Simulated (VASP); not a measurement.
ZrC: single point with PBE

The system is ZrC.

```
CELL_PARAMETERS angstrom
0.00000 2.41138 2.41138
2.41138 0.00000 2.41138
2.41138 2.41138 0.00000
ATOMIC_POSITIONS crystal
Zr 0.50000 0.50000 0.50000
C 0.00000 0.00000 0.00000
```

The cell isn't the ideal one: volume scaled by 1.06.

- Program: VASP 6.6.1
- Task: single point
- Functional: PBE
- Potentials or basis: VASP PAW PBE potentials, release 64 (Zr_sv, C)
- Cutoff: 520 eV
- k mesh: 10 × 10 × 10
- Occupations: fermi-dirac, width 0.05 eV
- Spin: no spin polarisation
- Dipole correction: no
- Further INCAR settings: ALGO = Fast; EDIFF = 1e-07; NBANDS = 15

```json
{
  "Pressure": "-13.6 GPa",
  "Band gap on the k mesh": "none (metal or under the smearing width)"
}
```

Levels at points of the mesh, in eV from the Fermi level:
```
           k point  band 4  band 5  band 6  band 7  band 8  band 9  band 10  band 11  band 12  band 13
(0.00, 0.00, 0.00)  -26.18  -11.04    0.90    0.90    0.90    1.04     1.04     1.04     2.57     2.57
(0.50, 0.00, 0.00)  -26.24   -8.33   -5.01   -2.70   -2.70    4.08     4.08     4.84     6.17     9.24
(0.50, 0.50, 0.00)  -26.39   -9.85   -2.17   -1.55   -0.02   -0.02     4.03     5.11     5.11     7.05
```

Run time: 50 s on 1 thread of Intel(R) Xeon(R) Platinum 8259CL CPU @ 2.50GHz (Skylake/Cascade Lake), on a shared host, peak memory 0.16 GiB.
